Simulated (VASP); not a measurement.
A run of VASP 6.6.1:

INCAR

```
PREC = Accurate ; ENCUT = 520
EDIFF = 1E-7 ; ISMEAR = 0
SIGMA = 0.05 ; LREAL = F
LASPH = T ; NELM = 100
ALGO = Fast ; ISIF = 2
LWAVE = F ; LCHARG = F
GGA = PE ; IVDW = 12
NBANDS = 20
```

KPOINTS

```
regular mesh
0
Gamma
  18 18 10
```

POSCAR

```
SnSe2
1.0
    3.6741063966      0.0000000000      0.0000000000
   -1.8370531983      3.1818694757      0.0000000000
    0.0000000000      0.0000000000      5.2613590782
Sn Se
1 2
Direct
    0.0000000000      0.0000000000      0.0000000000
    0.3333333333      0.6666666667      0.3020833435
    0.6666666667      0.3333333333      0.6979166565
```

Potentials or basis: VASP PAW PBE potentials, release 64 (Sn_d, Se).

Launch:

```console
$ cat potpaw_PBE.64/Sn_d/POTCAR potpaw_PBE.64/Se/POTCAR > POTCAR
$ mpirun -np 1 vasp_std > vasp.out
```

Hardware: 1 thread of Intel(R) Xeon(R) 6975P-C (Granite Rapids) (shared host).

Problem. Estimate the wall time of this run.

Solution. Wall time 2.8 min on 1 thread of Intel(R) Xeon(R) 6975P-C (Granite Rapids), with other jobs on the host, peak memory 0.49 GiB. Counts: scf iterations 15, k points 330.
